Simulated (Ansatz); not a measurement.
Density of states of TiS2 (P-3m1, a = 3.359 Å, b = 3.359 Å, c = 5.524 Å, α = 90.00°, β = 90.00°, γ = 120.00°), in states per eV and primitive cell, averaged over bins of 0.5 eV. All numbers below come from Ansatz, DFT PBE+D3(BJ), scalar-relativistic, plane waves, PAW.

Plane waves to 420 eV, a k mesh through Γ of 12×12×8 on the computed 3-atom cell and Gaussian smearing (0.10 eV); no spin polarisation.

The cell is relaxed at this level. The states (both spins) are summed by tetrahedra on a 18×18×12 mesh at the self-consistent density. Energies are bin centres; the table starts no lower than −8 eV and ends at 6 eV, or lower where the solved bands end.

It is a metal at this level.

| E − E_F (eV) | total | Ti 3d | S 3p | S 3s | Ti 4s |
| --- | --- | --- | --- | --- | --- |
| -5.40 | 0.79 | 0.13 | 0.56 | 0.01 | 0.07 |
| -4.90 | 2.25 | 0.37 | 1.68 | 0.04 | 0.11 |
| -4.40 | 2.69 | 0.43 | 2.10 | 0.05 | 0.06 |
| -3.90 | 1.47 | 0.23 | 1.08 | 0.06 | 0.06 |
| -3.40 | 2.15 | 0.46 | 1.51 | 0.07 | 0.06 |
| -2.90 | 5.15 | 1.56 | 3.39 | 0.08 | 0.03 |
| -2.40 | 2.90 | 0.73 | 2.02 | 0.08 | 0.02 |
| -1.90 | 2.39 | 0.40 | 1.87 | 0.06 | 0.01 |
| -1.40 | 2.51 | 0.37 | 2.04 | 0.04 | 0.01 |
| -0.90 | 1.08 | 0.20 | 0.84 | 0.01 | 0.00 |
| -0.40 | 0.52 | 0.09 | 0.42 | 0.00 | 0.00 |
| 0.10 | 0.69 | 0.46 | 0.20 | 0.01 | 0.00 |
| 0.60 | 2.44 | 1.93 | 0.40 | 0.03 | 0.02 |
| 1.10 | 1.64 | 1.25 | 0.35 | 0.01 | 0.01 |
| 1.60 | 4.19 | 3.38 | 0.73 | 0.02 | 0.01 |
| 2.10 | 3.14 | 2.54 | 0.50 | 0.01 | 0.06 |
| 2.60 | 0.00 | 0.00 | 0.00 | 0.00 | 0.00 |
| 3.10 | 3.08 | 1.78 | 1.04 | 0.10 | 0.01 |
| 3.60 | 2.93 | 1.59 | 1.12 | 0.09 | 0.01 |
| 4.10 | 1.81 | 1.00 | 0.61 | 0.10 | 0.01 |
| 4.60 | 0.17 | 0.10 | 0.06 | 0.01 | 0.00 |
| 5.10 | 0.00 | 0.00 | 0.00 | 0.00 | 0.00 |
| 5.60 | 0.06 | 0.00 | 0.00 | 0.00 | 0.00 |

The columns after the total are the main Löwdin projections on the occupied valence shells of the potentials; 2 others are left out. The rest of the total lies in those, in shells that are empty in the free atom, which aren't projected, and between the atoms.

A ferromagnetic start lost its moments in a first run, so spin was left out; other magnetic orders weren't tried.

Closed-shell ions balance this formula, so the missing gap can be the error of a semilocal functional.